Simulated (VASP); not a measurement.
## VASP inputs for AlN (strained rocksalt)

INCAR

```
SIGMA = 0.02
IBRION = -1
LWAVE = .FALSE.
GGA = PE
PREC = Accurate
NELM = 120
ISMEAR = -1
EDIFF = 1E-7
LASPH = .TRUE.
ENCUT = 520
LCHARG = .TRUE.
ISIF = 2
NBANDS = 11
NSW = 0
LELF = .TRUE.
LREAL = .FALSE.
```

KPOINTS

```
KPOINTS created by Atomic Simulation Environment
0
Gamma
10 10 10
0 0 0
```

KPOINTS_OPT

```
special points
7
Reciprocal
0.0000000000 0.0000000000 0.0000000000 1
0.5000000000 0.0000000000 0.5000000000 1
0.6250000000 0.2500000000 0.6250000000 1
0.3750000000 0.3750000000 0.7500000000 1
0.5000000000 0.5000000000 0.5000000000 1
0.5000000000 0.2500000000 0.7500000000 1
0.0000000000 0.5000000000 0.5000000000 1
```

POSCAR

```
Al N
 1.0000000000000000
     0.0000000000000000    1.9381137141000000    1.9381137141000000
     1.9381137141000000    0.0000000000000000    1.9381137141000000
     1.9381137141000000    1.9381137141000000    0.0000000000000000
 Al  N
   1   1
Cartesian
  0.0000000000000000  0.0000000000000000  0.0000000000000000
  1.9381137141000000  1.9381137141000000  1.9381137141000000
```

VASP ran with the recommended PBE PAW datasets (8 valence electrons in the cell).

**Question.** Predict the results.

**Answer.** gap between bands v and c 5.06 eV; least direct gap 7.63 eV; pressure 49.1 GPa.

Band v is the last that the valence electrons fill when counted band by band, and c is the next. Levels in eV from the top of v:

```csv
point,v−1,v,c,c+1
Γ,0.00,0.00,7.63,12.57
X,-3.14,-3.14,5.06,5.90
K,-6.04,-2.62,6.63,10.16
L,-1.33,-1.33,6.96,12.06
W,-6.43,-4.26,9.50,11.41
```
